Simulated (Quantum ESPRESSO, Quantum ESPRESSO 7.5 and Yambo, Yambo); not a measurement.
## Beyond one shot: BP (F-43m)

Aim: iterate the self-energy on BP (F-43m) and follow the gap from cycle to cycle.

Calculated with Quantum ESPRESSO 7.5 and Yambo 5.3.0; PBE and many-body steps on it, plane waves.

This is a report of a sequence of runs, with most program output left out.

## Step 1: Starting point

The structure is cubic, space group F-43m (No. 216). Conventional cell: a = 4.538 Å, b = 4.538 Å, c = 4.538 Å, α = 90.00°, β = 90.00°, γ = 90.00°. Nearest to B lie 4 P at 1.97 Å. Nearest to P lie 4 B at 1.97 Å. Farther neighbours are not listed.

As a file:

```cif
data_structure
_symmetry_space_group_name_H-M 'F-43m'
_symmetry_Int_Tables_number 216
_cell_length_a 4.5380
_cell_length_b 4.5380
_cell_length_c 4.5380
_cell_angle_alpha 90.000
_cell_angle_beta 90.000
_cell_angle_gamma 90.000
_cell_volume 93.45
loop_
_atom_site_label
_atom_site_type_symbol
_atom_site_symmetry_multiplicity
_atom_site_Wyckoff_symbol
_atom_site_fract_x
_atom_site_fract_y
_atom_site_fract_z
_atom_site_occupancy
B1 B 4 a 0.00000 0.00000 0.00000 1
P1 P 4 d 0.25000 0.25000 0.75000 1
```

The cell and positions come from the Crystallography Open Database and are kept as given unless a step says otherwise.

## Step 2: Empty states on the mesh, 4×4×4 mesh, 101 bands

This step: Quantum ESPRESSO 7.5; DFT, PBE, plane waves, norm-conserving pseudopotentials.

The sums over transitions need many empty states on a uniform mesh; this step solves for them.

Input file pw.in:

```
&control
  calculation = 'nscf'
  prefix = 'x'
  outdir = 'o'
  pseudo_dir = 'pseudo'
/
&system
  ibrav = 0
  nat = 2
  ntyp = 2
  ecutwfc = 68.0
  nbnd = 101
  force_symmorphic = .true.
/
&electrons
  conv_thr = 1e-9
  electron_maxstep = 80
  diago_full_acc = .true.
  diago_thr_init = 5e-6
/
ATOMIC_SPECIES
  B 10.81 B.upf
  P 30.974 P.upf
CELL_PARAMETERS angstrom
  0.0000000000 2.2690000000 2.2690000000
  2.2690000000 0.0000000000 2.2690000000
  2.2690000000 2.2690000000 0.0000000000
ATOMIC_POSITIONS crystal
  B 0.0000000000 0.0000000000 0.0000000000
  P 0.2500000000 0.2500000000 0.2500000000
K_POINTS automatic
  4 4 4 0 0 0
```

Launch:

```sh
$ OMP_NUM_THREADS=1 mpirun -n 4 pw.x -nk 4 -in pw.in > pw.out
```

It took 2.6 s on 4 MPI ranks of Arm Neoverse V1, shared host; peak memory 0.23 GiB.

This step gave:

| Item | Value |
| --- | --- |
| gap | 1.347 eV |
| k of the valence top | 0, 0, 0 |
| k of the conduction bottom | 0, -0.5, -0.5 |
| least direct gap | 3.407 eV |
| k points computed | 8 |
| lowest point of the top converged band, above the valence top | 131.7203 eV |

On this mesh the gap is 1.347 eV.

The density comes from a self-consistent run that is not shown.

## Step 3: Conversion and set-up

This step: Yambo 5.3.0; conversion and set-up on PBE, plane waves, norm-conserving pseudopotentials.

The states are converted to the many-body program's format and the q mesh is built.

Launch:

```sh
$ (cd o/x.save; p2y > p2y.log; mv SAVE ../..); yambo > setup.log
```

It took 2 s on 1 MPI rank; peak memory 0.23 GiB.

## Step 4: G0W0

Now the one-shot GW correction: screening in the RPA, then the self-energy of the levels asked for.

This step: G0W0 on PBE, plane waves, norm-conserving pseudopotentials.

Input file gw1.in:

```
HF_and_locXC
gw0
dyson
ppa
em1d
rim_cut
RandQpts= 1000000
RandGvec= 1 RL
EXXRLvcs= 68 Ry
VXCRLvcs= 272 Ry
Chimod= "HARTREE"
% BndsRnXp
 1 | 101 |
%
NGsBlkXp= 15.5 Ry
% LongDrXp
 1 | 1 | 1 |
%
% GbndRnge
 1 | 101 |
%
DysSolver= "n"
ExtendOut
PPAPntXp= 27.21138 eV
% QPkrange
 1 | 1 | 3 | 6 |
 7 | 7 | 3 | 6 |
%
```

Launch:

```sh
$ OMP_NUM_THREADS=1 mpirun -n 4 yambo -F gw1.in -J gw1 -C gw1 > gw1.log
```

It took 27 s on 4 MPI ranks; peak memory 1.2 GiB; 1.7 min of CPU time.

This step gave:

| Item | Value |
| --- | --- |
| G0W0 gap on the points computed | 2.046 eV |
| starting gap on the mesh | 1.347 eV |
| k of the valence top | 0, 0, 0 |
| k of the conduction bottom | 0, -0.5, -0.5 |
| least direct G0W0 gap on the computed points | 4.275 eV |
| Z at the valence top | 0.7971 |
| Z at the conduction bottom | 0.8098 |

The gap on the mesh goes from 1.35 eV to 2.05 eV, a correction of +0.70 eV.

## Step 5: evGW0, cycle 1

This step: evGW0 on PBE, plane waves, norm-conserving pseudopotentials.

gw3.in, as its differences from gw1.in of step 4:

```diff
@@ -25,4 +25,4 @@
 % QPkrange
- 1 | 1 | 3 | 6 |
- 7 | 7 | 3 | 6 |
+ 1 | 8 | 1 | 8 |
 %
+GfnQPdb= "E < ./gw2/ndb.QP"
```

Launch:

```sh
$ OMP_NUM_THREADS=1 mpirun -n 4 yambo -F gw3.in -J gw3,gw1_W -C gw3 > gw3.log
```

Elapsed: 2.2 min, on 4 MPI ranks; peak memory 1.1 GiB; 8.7 min of CPU time.

This step gave:

```
quasiparticle gap on the mesh                         : 2.119 eV
gap of the density functional on the mesh             : 1.347 eV
k of the valence top                                  : 0, 0, 0
k of the conduction bottom                            : 0, -0.5, -0.5
least direct quasiparticle gap on the computed points : 4.373 eV
Z at the valence top                                  : 0.8004
Z at the conduction bottom                            : 0.8175
```

Against G0W0 in Yambo (4×4×4 mesh, 101 bands, screening to 210.9 eV, Godby-Needs plasmon pole), the gap moves by +0.073 eV.

The program's own table gives 2.246 eV, which is too large where the input levels are shifted: this version takes Σc at the unshifted level E₀, yet steps from the shifted one. The value above is the Newton step from E₀, E₀ + Z(Σc + Σx − Vxc), rebuilt from the printed columns.

## Step 6: evGW0, cycle 2

The corrected levels of the last cycle go back in.

gw4.in, as its differences from gw3.in of step 5:

```diff
@@ -27,2 +27,2 @@
 %
-GfnQPdb= "E < ./gw2/ndb.QP"
+GfnQPdb= "E < ./gw3_fix/ndb.QP"
```

Launch:

```sh
$ OMP_NUM_THREADS=1 mpirun -n 4 yambo -F gw4.in -J gw4,gw1_W -C gw4 > gw4.log
```

It took 2.2 min on 4 MPI ranks; peak memory 1.1 GiB.

Numbers from this step:

| Quantity | Value |
| --- | --- |
| quasiparticle gap on the mesh | 2.126 eV |
| gap of the density functional on the mesh | 1.347 eV |
| k of the valence top | 0, 0, 0 |
| k of the conduction bottom | 0, -0.5, -0.5 |
| least direct quasiparticle gap on the computed points | 4.385 eV |

Against the cycle before, the gap moves by +0.007 eV.

The program's own table gives 2.266 eV, which is too large where the input levels are shifted: this version takes Σc at the unshifted level E₀, yet steps from the shifted one. The value above is the Newton step from E₀, E₀ + Z(Σc + Σx − Vxc), rebuilt from the printed columns.

## Step 7: evGW, cycle 1

This step: evGW on PBE, plane waves, norm-conserving pseudopotentials.

gw5.in, as its differences from gw4.in of step 6:

```diff
@@ -27,2 +27,3 @@
 %
-GfnQPdb= "E < ./gw3_fix/ndb.QP"
+GfnQPdb= "E < ./gw2/ndb.QP"
+XfnQPdb= "E < ./gw2/ndb.QP"
```

Launch:

```sh
$ OMP_NUM_THREADS=1 mpirun -n 4 yambo -F gw5.in -J gw5 -C gw5 > gw5.log
```

Elapsed: 2.3 min, on 4 MPI ranks; peak memory 1.2 GiB; 9.3 min of CPU time.

This step gave:

```yaml
quasiparticle_gap_on_the_mesh: 2.204 eV
gap_of_the_density_functional_on_the_mesh: 1.347 eV
k_of_the_valence_top: 0, 0, 0
k_of_the_conduction_bottom: 0, -0.5, -0.5
least_direct_quasiparticle_gap_on_the_computed_points: 4.469 eV
```

Against G0W0 in Yambo (4×4×4 mesh, 101 bands, screening to 210.9 eV, Godby-Needs plasmon pole), the gap moves by +0.159 eV.

The program's own table gives 2.325 eV, which is too large where the input levels are shifted: this version takes Σc at the unshifted level E₀, yet steps from the shifted one. The value above is the Newton step from E₀, E₀ + Z(Σc + Σx − Vxc), rebuilt from the printed columns.

## Step 8: evGW, cycle 2

gw6.in, as its differences from gw5.in of step 7:

```diff
@@ -27,3 +27,3 @@
 %
-GfnQPdb= "E < ./gw2/ndb.QP"
-XfnQPdb= "E < ./gw2/ndb.QP"
+GfnQPdb= "E < ./gw5_fix/ndb.QP"
+XfnQPdb= "E < ./gw5_fix/ndb.QP"
```

Launch:

```sh
$ OMP_NUM_THREADS=1 mpirun -n 4 yambo -F gw6.in -J gw6 -C gw6 > gw6.log
```

Run time: 2.3 min. Hardware: 4 MPI ranks; peak memory 1.2 GiB; 9.3 min of CPU time.

This step gave:

```
quasiparticle gap on the mesh                         : 2.243 eV
gap of the density functional on the mesh             : 1.347 eV
k of the valence top                                  : 0, 0, 0
k of the conduction bottom                            : 0, -0.5, -0.5
least direct quasiparticle gap on the computed points : 4.519 eV
```

Against the cycle before, the gap moves by +0.039 eV.

The program's own table gives 2.388 eV, which is too large where the input levels are shifted: this version takes Σc at the unshifted level E₀, yet steps from the shifted one. The value above is the Newton step from E₀, E₀ + Z(Σc + Σx − Vxc), rebuilt from the printed columns.

## Step 9: evGW, cycle 3

gw7.in, as its differences from gw6.in of step 8:

```diff
@@ -27,3 +27,3 @@
 %
-GfnQPdb= "E < ./gw5_fix/ndb.QP"
-XfnQPdb= "E < ./gw5_fix/ndb.QP"
+GfnQPdb= "E < ./gw6_fix/ndb.QP"
+XfnQPdb= "E < ./gw6_fix/ndb.QP"
```

Launch:

```sh
$ OMP_NUM_THREADS=1 mpirun -n 4 yambo -F gw7.in -J gw7 -C gw7 > gw7.log
```

It took 2.3 min on 4 MPI ranks; peak memory 1.2 GiB; 9.3 min of CPU time.

This step gave:

| Quantity | Value |
| --- | --- |
| quasiparticle gap on the mesh | 2.254 eV |
| gap of the density functional on the mesh | 1.347 eV |
| k of the valence top | 0, 0, 0 |
| k of the conduction bottom | 0, -0.5, -0.5 |
| least direct quasiparticle gap on the computed points | 4.533 eV |

Against the cycle before, the gap moves by +0.011 eV.

The program's own table gives 2.404 eV, which is too large where the input levels are shifted: this version takes Σc at the unshifted level E₀, yet steps from the shifted one. The value above is the Newton step from E₀, E₀ + Z(Σc + Σx − Vxc), rebuilt from the printed columns.

## Step 10: evGW, cycle 4

gw8.in, as its differences from gw7.in of step 9:

```diff
@@ -27,3 +27,3 @@
 %
-GfnQPdb= "E < ./gw6_fix/ndb.QP"
-XfnQPdb= "E < ./gw6_fix/ndb.QP"
+GfnQPdb= "E < ./gw7_fix/ndb.QP"
+XfnQPdb= "E < ./gw7_fix/ndb.QP"
```

Launch:

```sh
$ OMP_NUM_THREADS=1 mpirun -n 4 yambo -F gw8.in -J gw8 -C gw8 > gw8.log
```

The job ended after 2.3 min (4 MPI ranks; peak memory 1.2 GiB; 9.3 min of CPU time).

This step gave:

```
quasiparticle gap on the mesh                         : 2.257 eV
gap of the density functional on the mesh             : 1.347 eV
k of the valence top                                  : 0, 0, 0
k of the conduction bottom                            : 0, -0.5, -0.5
least direct quasiparticle gap on the computed points : 4.538 eV
```

Against the cycle before, the gap moves by +0.003 eV.

The program's own table gives 2.409 eV, which is too large where the input levels are shifted: this version takes Σc at the unshifted level E₀, yet steps from the shifted one. The value above is the Newton step from E₀, E₀ + Z(Σc + Σx − Vxc), rebuilt from the printed columns.

## Step 11: The runs together

Times are wall times on 4 MPI ranks of Arm Neoverse V1, shared host, good to a factor of about two.

```csv
run,mesh,bands,screening cutoff (eV),DFT gap (eV),gap on the mesh (eV),direct (eV),time
G0W0,4×4×4,101,210.9,1.347,2.046,4.275,27 s
"evGW0, cycle 1",4×4×4,101,210.9,1.347,2.119,4.373,2.2 min
"evGW0, cycle 2",4×4×4,101,210.9,1.347,2.126,4.385,2.2 min
"evGW, cycle 1",4×4×4,101,210.9,1.347,2.204,4.469,2.3 min
"evGW, cycle 2",4×4×4,101,210.9,1.347,2.243,4.519,2.3 min
"evGW, cycle 3",4×4×4,101,210.9,1.347,2.254,4.533,2.3 min
"evGW, cycle 4",4×4×4,101,210.9,1.347,2.257,4.538,2.3 min
```

## Step 12: Results

* G0W0: 2.046 eV
* evGW0, cycle 1: 2.119 eV
* evGW0, cycle 2: 2.126 eV
* evGW, cycle 1: 2.204 eV
* evGW, cycle 2: 2.243 eV
* evGW, cycle 3: 2.254 eV
* evGW, cycle 4: 2.257 eV
* known limits: not at the basis limit; coarse k mesh

In words: evGW0 ends at 2.13 eV, +0.08 eV from G0W0, after 2 cycles that took 4.3 min beside the first screening; the last moved the gap by 0.007 eV. evGW ends at 2.26 eV, +0.21 eV from G0W0, after 4 cycles that took 9.4 min beside the first screening; the last moved the gap by 0.003 eV. Bands and cutoff are finite, so the gap is not at the basis limit. The miss can reach some tenths of an eV and take either sign; the mesh is an error of its own. A denser mesh or path gives a starting gap of 1.26 eV: the GW mesh misses a band edge, so its gaps are not the fundamental one. The 4×4×4 mesh is coarse for this cell, which bears on the long-range parts of exchange and screening.

[Paths, hosts, dates, memory and timing lines, banners, echoed tables and standing remarks are left out of the program output.]

[Logs are printed without paths, hosts, clocks, repeated set-up lines and the standing remarks that a program may print on its own settings, such as how far it seeks lower states.]

[Runs of the session that timed out or met a known fault of the program may be left out.]

[Hosts, paths, dates, database ids (printed as entryN), source tags and the programs' standing remarks are cut or masked in the printed files.]
